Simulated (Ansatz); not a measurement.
Bulk crystal (TaN) after relaxation:

```cif
data_structure
_symmetry_space_group_name_H-M 'P-62m'
_symmetry_Int_Tables_number 189
_cell_length_a 5.1996
_cell_length_b 5.1996
_cell_length_c 2.9104
_cell_angle_alpha 90.000
_cell_angle_beta 90.000
_cell_angle_gamma 120.000
_cell_volume 68.14
loop_
_atom_site_label
_atom_site_type_symbol
_atom_site_symmetry_multiplicity
_atom_site_Wyckoff_symbol
_atom_site_fract_x
_atom_site_fract_y
_atom_site_fract_z
_atom_site_occupancy
Ta1 Ta 2 d 0.33333 0.66667 0.50000 1
Ta2 Ta 1 a 0.00000 0.00000 0.00000 1
N1 N 3 f 0.39241 0.00000 0.00000 1
```

Miller indices refer to the conventional cell of P-62m (No. 189), a = 5.200 Å, b = 5.200 Å, c = 2.910 Å, α = 90.00°, β = 90.00°, γ = 120.00°.

The (100) slab of 15 planes, 12.5 Å thick with 15 Å of vacuum as cut; outer planes N (top) and N (bottom).

The calculation used Ansatz, DFT r2SCAN, scalar-relativistic, plane waves, PAW. Settings: cutoff 500 eV, Γ-centred mesh 12×7×1 on the computed 18-atom cell, Gaussian smearing of 0.10 eV; no spin polarisation. A dipole correction removes the field between periodic images along c.

The work function read from the bulk's Fermi level differs by 0.29 eV, so the slab's middle doesn't match the bulk reference (too thin, or relaxed to another structure or magnetic state).

Results for the relaxed slab:

| Property | Result |
| --- | --- |
| Surface energy (mean of both faces) | 3.35 J/m² |
| Work function | 4.62 eV |

Relaxation lowers the energy by 0.924 J/m² a face; the largest move is 0.249 Å.

| plane (bottom to top) | atoms | spacing to next, bulk (Å) | relaxed (Å) | change (%) | rumpling (Å) |
| --- | --- | --- | --- | --- | --- |
| 1 | N | 0.266 | 0.503 | +89.1 | 0.000 |
| 2 | Ta | 1.501 | 1.299 | -13.4 | 0.000 |
| 3 | TaN | 1.501 | 1.557 | +3.8 | 0.200 |
| 4 | Ta | 0.266 | 0.180 | -32.5 | 0.000 |
| 5 | N | 0.969 | 1.043 | +7.7 | 0.000 |
| 6 | N | 0.266 | 0.235 | -11.5 | 0.000 |
| 7 | Ta | 1.501 | 1.511 | +0.7 | 0.000 |
| 8 | TaN | 1.501 | 1.511 | +0.7 | 0.000 |
| 9 | Ta | 0.266 | 0.235 | -11.5 | 0.000 |
| 10 | N | 0.969 | 1.043 | +7.7 | 0.000 |
| 11 | N | 0.266 | 0.180 | -32.5 | 0.000 |
| 12 | Ta | 1.501 | 1.557 | +3.8 | 0.000 |
| 13 | TaN | 1.501 | 1.299 | -13.4 | 0.200 |
| 14 | Ta | 0.266 | 0.503 | +89.1 | 0.000 |
| 15 | N |  |  |  | 0.000 |

Spin-orbit coupling is left out, which matters for the bands of heavy elements.